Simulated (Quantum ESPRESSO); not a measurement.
## TiC: equation of state with LDA

TiC:

```
Ti C
1.0
     0.00000    2.16572    2.16572
     2.16572    0.00000    2.16572
     2.16572    2.16572    0.00000
Ti C
1 1
Direct
  0.00000 0.00000 0.00000
  0.50000 0.50000 0.50000
```

The cell is a database's computed one.

```json
{
 "Program": "Quantum ESPRESSO 7.5",
 "Task": "equation of state",
 "Functional": "LDA",
 "Potentials or basis": "GBRV 1.5 LDA",
 "Cutoff": "612 eV",
 "Density cutoff": "4898 eV",
 "k mesh": "11 × 11 × 11",
 "Occupations": "fermi-dirac, width 0.05 eV",
 "Spin": "no spin polarisation"
}
```

```yaml
Equilibrium_volume: 9.69 Å³/atom
Bulk_modulus: 282 GPa
Pressure_derivative_of_the_bulk_modulus: 4.1
```

Energy against volume, from the lowest point:
```
volume (Å³/atom)  energy (meV/atom)
           9.548               1.34
           9.752               0.00
           9.955               5.89
          10.158              18.34
          10.361              36.64
          10.564              60.26
          10.767              88.61
```

All runs of the series together: 33 s on 2 threads of Arm Neoverse V2 (shared host).
